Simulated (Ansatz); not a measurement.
# SrO, space group P6_3mc: an optical spectrum

Program: Ansatz's Python interface.

Notebook, run cell by cell (the value of a cell's last expression is shown):

In [1]:
```python
import ansatz
from ase import Atoms
import numpy as np
```

In [2]:
```python
atoms = Atoms(
    ["Sr", "Sr", "O", "O"],
    scaled_positions=[
        (1 / 3, 2 / 3, 0.938128),
        (2 / 3, 1 / 3, 0.438128),
        (1 / 3, 2 / 3, 0.436872),
        (2 / 3, 1 / 3, 0.936872),
    ],
    cell=[
        (4.275466, 0.0, 0.0),
        (-2.137733, 3.702662, 0.0),
        (0.0, 0.0, 5.155595),
    ],
    pbc=True,
)
xtal = ansatz.Crystal.from_ase(atoms)
```

In [3]:
```python
len(xtal.resolved().sites)
```
Out [3]:
```text
4
```

In [4]:
```python
job = (
    xtal.calculation()
    .functional("LDA")
    .pseudopotentials("paw")
    .basis(510)
    .kpoints(density=2.3)
    .occupations("fixed")
    .optics(energy_step=0.1, nscf_kmesh=(6, 6, 5), broadening_width=0.2)
)
done = job.run(threads=1)
spectra = done.optics()
energy, filling = np.asarray(spectra.photon_energy_ev), spectra.band_filling
gapped = filling.kind == "insulating"
eps1 = np.asarray(filling.eps1 if gapped else filling.eps1_interband)[:3].mean(axis=0)
eps2 = np.asarray(filling.eps2 if gapped else filling.eps2_interband)[:3].mean(axis=0)
print("filling:", filling.kind, "- valid up to", round(spectra.valid_up_to_ev, 2), "eV,", spectra.n_bands, "bands")
top = min(8, spectra.valid_up_to_ev)
# mean of xx, yy and zz; between bands only where the bands are partly filled
print("E (eV)    eps1      eps2")
for e in np.arange(0.5, top + 0.01, 0.5):
    print(f"{e:5.1f} {np.interp(e, energy, eps1):9.3f} {np.interp(e, energy, eps2):9.3f}")
if gapped:
    print("eps_inf, bands beyond those summed included:", np.round(filling.eps_inf[:3], 3))
print("f-sum electrons:", np.round(filling.get("f_sum_n_eff"), 3))
```
```text
filling: insulating - valid up to 6.1 eV, 20 bands
E (eV)    eps1      eps2
  0.5     2.457     0.000
  1.0     2.497     0.000
  1.5     2.573     0.000
  2.0     2.703     0.000
  2.5     2.952     0.063
  3.0     3.177     0.172
  3.5     3.843     0.403
  4.0     4.209     1.522
  4.5     3.993     3.001
  5.0     2.151     3.887
  5.5     0.832     3.051
  6.0     0.389     2.543
eps_inf, bands beyond those summed included: [3.728 3.728 3.632]
f-sum electrons: [5.647 5.647 5.711]
```

Reading the output:
- Within a few hundredths of an angstrom the cell has the higher group P6_3/mmc; the lower one is a small distortion.
- Averages over directions belong to no single polarisation, least of all in layered crystals.
- This cell is a computed structure, which may not be the phase found in nature.
- Independent-particle spectra on Kohn-Sham bands hold no excitons, and semilocal gaps are too small.
- Wall time of the script: 33 s on 1 thread of Intel(R) Xeon(R) Platinum 8488C (Sapphire Rapids), on a shared host, peak memory 0.54 GiB.

(Lines on the test bed's own set-up are left out of the output.)
